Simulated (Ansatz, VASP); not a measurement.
## F: VASP beside Ansatz

File INCAR:

```
  PREC = Accurate
  ENCUT = 520
  EDIFF = 1E-6
  ISMEAR = 0
  SIGMA = 0.05
  LREAL = False
  LASPH = True
  NELM = 60
  ALGO = Normal
  ISIF = 2
  LWAVE = False
  LCHARG = True
  GGA = PS
  LELF = True
  LVHAR = True
  NBANDS = 22
```

Contents of KPOINTS:

```
regular mesh
0
Gamma
  4 4 2
```

File POSCAR:

```
F
1.0
    3.1849756493     -1.8305146634     -0.2456527984
    3.1849756493      1.8305146634     -0.2456527984
   -2.3948583866      0.0000000000      7.3307098205
F
4
Direct
    0.0848459664      0.0848459664      0.1019959513
    0.9151540336      0.9151540336      0.8980040487
    0.5015719855      0.5015719855      0.5937195244
    0.4984280145      0.4984280145      0.4062804756
```

Input for Ansatz:

```yaml
crystal:
  lattice:
    - [3.1849756493, -1.8305146634, -0.2456527984]
    - [3.1849756493, 1.8305146634, -0.2456527984]
    - [-2.3948583866, 0.0, 7.3307098205]
  atoms:
    - { symbol: F, position: [0.0848459664, 0.0848459664, 0.1019959513] }
    - { symbol: F, position: [0.9151540336, 0.9151540336, 0.8980040487] }
    - { symbol: F, position: [0.5015719855, 0.5015719855, 0.5937195244] }
    - { symbol: F, position: [0.4984280145, 0.4984280145, 0.4062804756] }
basis:
  ecutwfc: 520.0
kpoints:
  mp_grid: { grid: [4, 4, 2] }
hamiltonian:
  xc: pbesol
scf:
  occupations: { method: gaussian, width: 0.05 }
output:
  forces: true
  stress: true
  eigenvalues: true
```

Alike in both runs: task single point; functional PBEsol; k mesh 4 × 4 × 2; occupations gaussian, width 0.05 eV; no spin polarisation.

```csv
,VASP,Ansatz
version,VASP 6.6.1,Ansatz 0.2.0
potentials or method,"VASP PAW PBE potentials, release 64 (F)","scalar-relativistic, plane waves, PAW"
plane-wave cutoff (eV),520,520
valence electrons in the cell,28,28
```

|  | VASP | Ansatz | Ansatz less VASP |
| --- | --- | --- | --- |
| gap on the k mesh at the Fermi level (eV) | 1.94 | 1.99 | +0.050 |
| least direct gap on the mesh (eV) | 2.02 | 2.07 | +0.050 |
| pressure (GPa) | -4.4 | -4.5 | -0.09 |
| largest component of the traceless stress (GPa) | 6.03 | 6.96 | +0.932 |
| rms of the force components (eV/Å) | 1.246 | 1.373 | +0.1269 |

Atom by atom the forces differ by 0.168 eV/Å (rms over components). The functional is the same, so the differences come from potentials, cutoffs and numerics.

Caveats: the k mesh is coarse (spacing up to 0.50 Å⁻¹), so the values aren't converged; the PAW data sets were made with another functional, which shifts forces and pressure a little (VASP). A k mesh can miss the band edges.
